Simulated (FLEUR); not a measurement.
Pd: equation of state with r2SCAN

Pd:

```xyz
1
Lattice="0.0000 1.9465 1.9465 1.9465 0.0000 1.9465 1.9465 1.9465 0.0000" Properties=species:S:1:pos:R:3 pbc="T T T"
Pd    0.0000    0.0000    0.0000
```

```yaml
Program: FLEUR MaX-R8.1 (later development tree)
Task: equation of state
Functional: r2SCAN
Potentials_or_basis: all-electron
Basis: FLAPW
Kmax: 4.15 1/bohr
k_mesh: 12 × 12 × 12
Occupations: fermi-dirac, width 0.05 eV
Spin: no spin polarisation
Gmax: 12.9 1/bohr
Muffin-tin_radii: Pd 2.36 bohr
lmax: Pd 10
lnonsphr: Pd 10
Local_orbitals_a_species: Pd 5
```

The equilibrium volume is 14.91 Å³/atom and the bulk modulus is 186 GPa.

Energy against volume, from the lowest point:
```
volume (Å³/atom)  energy (meV/atom)
          13.865              49.44
          14.160              23.79
          14.750               0.00
          15.340               5.51
          15.635              17.10
```

Caveat: the meta-GGA is that of a development version, with a GGA for the radial functions and cores and without core tails. Zero-point motion and thermal expansion aren't in these numbers.
